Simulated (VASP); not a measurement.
Crystal: AlN.

```
CELL_PARAMETERS angstrom
0.00000 2.03452 2.03452
2.03452 0.00000 2.03452
2.03452 2.03452 0.00000
ATOMIC_POSITIONS crystal
Al 0.50000 0.50000 0.50000
N 0.00000 0.00000 0.00000
```

Measurements of this composition are mostly on another form, of space group No. 186.

| Property | Result |
| --- | --- |
| Program | VASP 6.6.1 |
| Task | relaxation of cell and atoms |
| Functional | PBE |
| Dispersion | D3(BJ) |
| Potentials or basis | VASP PAW PBE potentials, release 64 (Al, N) |
| Cutoff | 600 eV |
| k mesh | 10 × 10 × 10 |
| Occupations | gaussian, width 0.02 eV |
| Spin | no spin polarisation |

At the start: pressure -6.7 GPa; volume 8.42 Å³/atom.

Problem. Where does the relaxation end?

Solution. Over 3 steps the energy falls by 4.8 meV/atom and the volume is 8.20 Å³/atom (-2.6 %); space group Fm-3m (No. 225, to 0.05 Å).

Step by step:
```tsv
step	energy change (eV)	largest force (eV/Å)	pressure (GPa)	volume (Å³)
1	0.0000	0.0000	-6.72	16.84
2	-0.0010	0.0000	6.93	16.00
3	-0.0095	0.0000	-0.02	16.40
```

Final structure:
```
Al N
1.0
     0.00000    2.01652    2.01652
     2.01652    0.00000    2.01652
     2.01652    2.01652    0.00000
Al N
1 1
Direct
  0.50000 0.50000 0.50000
  0.00000 0.00000 0.00000
```
